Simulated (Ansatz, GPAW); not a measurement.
Given: the input of a run of GPAW 26.7.0 (ASE script) on ZnSe (Stilleite). 

run.py

```python
from ase.dft.bandgap import bandgap
from ase.io import read, write
from ase.units import GPa
from gpaw import GPAW, PW

atoms = read('ZnSe.xyz')

calc = GPAW(mode=PW(600),
            xc='PBE',
            kpts={'size': (8, 8, 8), 'gamma': True},
            occupations={'name': 'methfessel-paxton', 'order': 0, 'width': 0.016},
            nbands=18,
            convergence={'density': 1e-05, 'energy': 1e-05},
            maxiter=150,
            txt='gpaw.txt')
atoms.calc = calc
energy = atoms.get_potential_energy()
forces = atoms.get_forces()
stress = atoms.get_stress()
calc.write('gs.gpw')
write('result.traj', atoms)
print(f'Energy: {energy:.6f} eV')
print('Forces (eV/A):')
print(forces.round(4))
print('Stress (GPa):', (stress / GPa).round(3))
print('Fermi level:', round(calc.get_fermi_level(), 4), 'eV')
print(f'Gap: {bandgap(calc)[0]:.4f} eV, direct: {bandgap(calc, direct=True)[0]:.4f} eV')
```

File ZnSe.xyz:

```xyz
2
Lattice="0.0000000000 2.8338000000 2.8338000000 2.8338000000 0.0000000000 2.8338000000 2.8338000000 2.8338000000 0.0000000000" Properties=species:S:1:pos:R:3 pbc="T T T"
Se     4.2507000000      4.2507000000      4.2507000000
Zn     0.0000000000      0.0000000000      0.0000000000
```

Potentials or basis: GPAW PAW data sets (gpaw-data 1.2.1), pw.

Launch:

```bash
$ OMP_NUM_THREADS=1 python run.py
```

Task: Translate it to Ansatz 0.2.0. Potentials or basis there: all-electron LAPW, scalar-relativistic.

Result: As run (cutoffs and basis follow the program's own potentials, and thresholds, step limits or extra output files can differ):

File input.yaml:

```yaml
crystal:
  lattice:
    - [0.0, 2.8338, 2.8338]
    - [2.8338, 0.0, 2.8338]
    - [2.8338, 2.8338, 0.0]
  atoms:
    - { symbol: Se, position: [0.75, 0.75, 0.75] }
    - { symbol: Zn, position: [0.0, 0.0, 0.0] }
kpoints:
  mp_grid: { grid: [8, 8, 8] }
scf:
  occupations: { method: gaussian, width: 0.016 }
hamiltonian:
  xc: pbe
  pseudopotentials: { kind: all_electron, lapw: { basis_error: 0.001 } }
output:
  forces: true
  stress: true
  eigenvalues: true
```

Potentials or basis: all-electron LAPW, scalar-relativistic.

Run with:

```console
$ ansatz run input.yaml --threads 1 --pin off --max-ram 3072MiB --backend cpu --events-out ev --progress --plain --runs-dir out
```

Both were run:

|  | GPAW | Ansatz |
| --- | --- | --- |
| Pressure | 2.1 GPa | 2.1 GPa |

Where Ansatz's input types no cutoff or centring, it takes its own default and a Γ-centred mesh.

Pressure is positive in compression.
